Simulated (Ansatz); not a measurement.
Mg under changes of volume

One of the cells (23.237 Å³/atom); the others are scaled copies at fixed shape and fractional positions:

```
CELL_PARAMETERS angstrom
3.20930 0.00000 0.00000
-1.60465 2.77934 0.00000
0.00000 0.00000 5.21030
ATOMIC_POSITIONS crystal
Mg 0.66667 0.33333 0.75000
Mg 0.33333 0.66667 0.25000
```

```yaml
Program: Ansatz 0.2.0
Functional: BPBE
Potentials_or_basis: Ansatz PAW
Cutoff: "420 eV (not typed: the program's choice for these potentials)"
k_mesh: 10 × 10 × 5
Occupations: fermi-dirac, width 0.05 eV
Spin: no spin polarisation
```

| volume (Å³/atom) | energy over the lowest point (meV/atom) | pressure (GPa) |
| --- | --- | --- |
| 21.843 | ? | ? |
| 22.308 | 4.40 | 1.6 |
| 22.772 | 1.10 | 0.8 |
| 23.237 | 0.00 | 0.0 |
| 23.702 | 0.88 | -0.6 |
| 24.167 | 3.55 | -1.2 |
| 24.631 | 7.83 | -1.7 |

What does the run at 21.843 Å³/atom give?

Energy over the lowest point 10.13 meV/atom; pressure 2.5 GPa.

Worked out: A Birch-Murnaghan fit of order 3 (a polynomial in V^(-2/3)) to the other rows has its minimum at 23.26 Å³/atom with B0 = V·E''(V) = 34 GPa and B' = 4.2 at fixed shape and positions, which overstates the stiffness. It gives 10.14 meV/atom at 21.843 Å³/atom, against the run's 10.13, and -dE/dV = 2.4 GPa, against 2.5.

Energies are extrapolated to zero smearing.

Caveats: the PAW data sets come from PBE, with cores solved anew for the run's functional, which leaves a small shift of forces and pressure.
